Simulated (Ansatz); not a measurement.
**TaN squeezed and stretched**

A database entry relaxed whole under r2SCAN (P-6m2):

```xyz
2
Lattice="2.9363 0.0000 0.0000 -1.4681 2.5429 0.0000 0.0000 0.0000 2.8849" Properties=species:S:1:pos:R:3 pbc="T T T"
Ta    0.0000    1.6953    1.4424
N     0.0000    0.0000    0.0000
```

The cell was scaled uniformly, its shape held, and the atoms relaxed at each volume with plane-wave PAW DFT (Ansatz 0.2.0; r2SCAN, 500 eV, 13×13×12 Γ-centred mesh, fermi-dirac occupations of width 0.100 eV; no spin, no spin-orbit coupling). One row is withheld.

```
volume (Å³/atom)  energy over the lowest (meV/atom)  pressure (GPa)
          10.124                               48.7           25.49
          10.339                               20.8           16.07
          10.555                                5.0            7.61
          10.770                                0.0           -0.01
          10.986                                4.7           -6.86
          11.201                                  ?               ?
          11.416                               39.5          -18.56
```

Question: Fit the pressures of the other rows to the third-order Birch-Murnaghan form.

Answer: With f = [(V₀/V)^(2/3) − 1]/2 and P = 3B₀f(1 + 2f)^(5/2)[1 + 3(B₀′ − 4)f/2], least squares gives V₀ = 10.77 Å³ an atom, B₀ = 361 GPa and B₀′ = 4.3; the rows miss the fit by less than 0.01 GPa. The slope of the energies differs from these pressures by less than 0.05 GPa.

Question: What does the withheld row hold?

Answer: The fit gives -13.01 GPa at 11.201 Å³; the run gave -13.02 GPa and 18.2 meV an atom.

Caveats: the shape of the cell was held, so B₀ is an upper bound where the axes differ in stiffness; 0 K, fixed nuclei; the symmetry was kept, and this need not be the phase that is stable at 0 K; one mesh for all volumes; pressure is positive in compression.
